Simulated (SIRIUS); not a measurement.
The system is ZnSe (Stilleite).

```xyz
2
Lattice="0.0000 2.8338 2.8338 2.8338 0.0000 2.8338 2.8338 2.8338 0.0000" Properties=species:S:1:pos:R:3 pbc="T T T"
Se    4.2507    4.2507    4.2507
Zn    0.0000    0.0000    0.0000
```

Base run:

```yaml
Program: SIRIUS 7.12.0
Functional: PBEsol
Potentials_or_basis: all-electron FP-LAPW
Cutoff: 193 eV
Basis: apw+lo standard
k_mesh: 8 × 8 × 8
Occupations: fermi-dirac, width 0.05 eV
Spin: no spin polarisation
```

Its results: band gap on the k mesh 1.17 eV, direct.

Q: The run is repeated on the same cell with these changes: functional from PBEsol to PBE. What comes out?

A: Band gap on the k mesh 1.28 eV, direct.

A k mesh can miss the band edges.

Not every run made on this cell is shown here.
